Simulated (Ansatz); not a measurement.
# BN: band structure with PBE

BN:

```
CELL_PARAMETERS angstrom
2.49824 0.00000 0.00000
-1.24912 2.16354 0.00000
0.00000 0.00000 6.63570
ATOMIC_POSITIONS crystal
N 0.66667 0.33333 0.25000
N 0.33333 0.66667 0.75000
B 0.66667 0.33333 0.75000
B 0.33333 0.66667 0.25000
```

```json
{
  "Program": "Ansatz 0.2.0",
  "Task": "band structure",
  "Functional": "PBE",
  "Potentials or basis": "Ansatz PAW earlier set",
  "Cutoff": "900 eV",
  "Density cutoff": "3600 eV",
  "k mesh": "12 × 12 × 4",
  "Occupations": "fermi-dirac, width 0.05 eV",
  "Spin": "no spin polarisation",
  "Path": "[[\"G\", \"M\", \"K\", \"G\", \"A\", \"L\", \"H\", \"A\"], [\"L\", \"M\"], [\"K\", \"H\"]]",
  "Points for each segment of the path": "14"
}
```

```yaml
Pressure: 5.1 GPa
Band_gap_on_the_k_mesh: 4.29 eV, indirect (least direct gap 4.67 eV)
Band_gap_along_the_path: 4.25 eV, indirect (least direct gap 4.67 eV)
```

Stress tensor (GPa, compression positive):
```
6.20 0.00 0.00
0.00 6.20 0.00
0.00 0.00 3.01
```

Levels at the corners of the path, in eV from the valence-band top:
| point | band 5 | band 6 | band 7 | band 8 | band 9 | band 10 | band 11 | band 12 |
| --- | --- | --- | --- | --- | --- | --- | --- | --- |
| Γ | -1.37 | -1.37 | -1.33 | -1.33 | 5.23 | 10.31 | 11.57 | 11.57 |
| M | -4.20 | -4.13 | -1.49 | -0.48 | 4.25 | 5.63 | 9.56 | 10.00 |
| K | -7.19 | -7.19 | -0.12 | -0.12 | 4.84 | 4.84 | 10.76 | 13.24 |
| Γ | -1.37 | -1.37 | -1.33 | -1.33 | 5.23 | 10.31 | 11.57 | 11.57 |
| A | -1.35 | -1.35 | -1.35 | -1.35 | 7.60 | 7.60 | 11.64 | 11.64 |
| L | -4.17 | -4.17 | -0.96 | -0.96 | 4.72 | 4.72 | 9.96 | 9.96 |
| H | -7.20 | -7.20 | -0.04 | -0.04 | 4.62 | 4.62 | 12.00 | 12.00 |
| A | -1.35 | -1.35 | -1.35 | -1.35 | 7.60 | 7.60 | 11.64 | 11.64 |
| L | -4.17 | -4.17 | -0.96 | -0.96 | 4.72 | 4.72 | 9.96 | 9.96 |
| M | -4.20 | -4.13 | -1.49 | -0.48 | 4.25 | 5.63 | 9.56 | 10.00 |
| K | -7.19 | -7.19 | -0.12 | -0.12 | 4.84 | 4.84 | 10.76 | 13.24 |
| H | -7.20 | -7.20 | -0.04 | -0.04 | 4.62 | 4.62 | 12.00 | 12.00 |

It took 7.5 s on 2 threads of Arm Neoverse V1 (shared host), peak memory 0.41 GiB.

Caveat: this functional lacks dispersion, which binds the layers, so the pressure and a relaxed spacing across them are unreliable.
